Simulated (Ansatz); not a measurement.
K, DFT, LDA, PAW with Ansatz's default frozen-core files, scalar-relativistic (Ansatz 0.2.0), run on 1 thread of Arm Neoverse V1 on a shared host.

The cell is the one relaxed in the Materials Project (mp-58), not relaxed further here; entries there can be hypothetical.

Command: `ansatz run input.yaml --threads 1 --pin off --max-ram 2048MiB --backend cpu --events-out ev --progress --plain --runs-dir out`

```yaml
crystal:
  lattice:
    - [-2.6975585167, 2.6975585167, 2.6975585167]
    - [2.6975585167, -2.6975585167, 2.6975585167]
    - [2.6975585167, 2.6975585167, -2.6975585167]
  atoms:
    - { symbol: K, position: [0.0, 0.0, 0.0] }
kpoints:
  mp_grid: { grid: [10, 10, 10] }
  band_path:
    path:
      - [0.0, 0.0, 0.0]
      - [0.5, -0.5, 0.5]
      - [0.0, 0.0, 0.5]
      - [0.0, 0.0, 0.0]
      - [0.25, 0.25, 0.25]
      - [0.5, -0.5, 0.5]
      - [0.25, 0.25, 0.25]
      - [0.0, 0.0, 0.5]
    npoints: 5
scf:
  occupations: { method: fermi_dirac, width: 0.05 }
hamiltonian:
  xc: lda
  pseudopotentials: { kind: paw }
output:
  forces: true
  stress: true
  eigenvalues: true
  efg: { contact_densities: true }
```

(1) How large is the problem that the program sets up?

(2) About how long does it take?

## Answers

(1) 47 irreducible k-points, 1505 plane waves at Γ, 9 bands.

(2) 3.2 s of wall time for 6 SCF iterations. Times on shared machines scatter by tens of per cent.
